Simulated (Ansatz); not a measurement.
A relaxed cell of SnO2 is given with its symmetry left out. The cell was found from a structure generator's guess, not taken from experiment.

The calculation used DFT PBE, scalar-relativistic, plane waves, PAW (Ansatz). Cutoff 420 eV, Γ-centred mesh, Gaussian smearing, no spin polarisation.

```
Sn O
1.0
    -5.34303    5.34303    5.34303
     5.34303   -5.34303    5.34303
     5.34303    5.34303   -5.34303
Sn O
6 12
Direct
  0.50000 0.75000 0.25000
  0.75000 0.25000 0.50000
  0.75000 0.50000 0.25000
  0.50000 0.25000 0.75000
  0.25000 0.75000 0.50000
  0.25000 0.50000 0.75000
  0.65546 0.00000 0.34454
  0.65546 0.65546 0.31093
  0.34454 0.68907 0.34454
  0.34454 0.65546 0.00000
  0.68907 0.34454 0.34454
  0.65546 0.31093 0.65546
  0.00000 0.34454 0.65546
  0.65546 0.34454 0.00000
  0.00000 0.65546 0.34454
  0.34454 0.00000 0.65546
  0.34454 0.34454 0.68907
  0.31093 0.65546 0.65546
```

The zero of energy is the elements' standard structures at the same level (O₂ as a molecule); no fitted shifts are applied. The references include grey tin.

(1) What space group does it have?

(2) How far does it lie from the elements in energy?

(3) Is it a metal?

(4) From what recipe could a structure generator have reached it?

Results:

(1) Im-3m (No. 229). Conventional cell: a = 10.686 Å. Around Sn lie 4 O at 1.94 Å; around O lie 2 Sn at 1.94 Å.

(2) −1.217 eV/atom. Whether it is stable depends on the other phases of the system, which aren't compared here.

(3) No, the gap on the 4×4×4 mesh is 1.78 eV.

(4) One such recipe: 4-connected net, bridging atoms on its edges, bridges bent (Im-3m, No. 229). Other recipes can lead to the same cell.

The last run used a 4×4×4 mesh for its 18-atom cell and Gaussian smearing of 0.02 eV. Kohn–Sham gaps at this level usually fall short of measured ones. A structure relaxed within its symmetry needn't be a true minimum.
